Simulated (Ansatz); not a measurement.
TaAs and the effect of the strain (εxx = s, εyy = s)

```
CELL_PARAMETERS angstrom
-1.72181 1.72181 5.86794
1.72181 -1.72181 5.86794
1.72181 1.72181 -5.86794
ATOMIC_POSITIONS crystal
Ta 0.49997 0.49997 0.00000
Ta 0.24997 0.74997 0.50000
As 0.08263 0.08263 0.00000
As 0.83263 0.33263 0.50000
```

The cell is a database's computed one, not the measured one.

Kept alike: task single point; functional PBE; k mesh 8 × 8 × 8; occupations fermi-dirac, width 0.05 eV; no spin polarisation. Program: Ansatz, Ansatz PAW, cutoff 420 eV. The mesh is that of the run's cell of 4 atoms. No spin-orbit coupling.

| s | free energy over the lowest row (meV/atom) |
| --- | --- |
| -0.04 | 111.88 |
| -0.02 | 32.13 |
| -0.01 | 10.75 |
| 0 | 0.34 |
| 0.01 | 0.00 |
| 0.02 | 8.90 |
| 0.04 | 51.16 |

The cell shown is the unstrained one; x, y and z are its Cartesian axes; atoms keep their fractions. For a metal such a mesh leaves the last digits unconverged.

Problem. What does the strain (εxx = s, εyy = s) change here?

Solution. The free energy is lowest at 0.01, and 111.88 meV an atom higher at -0.04.
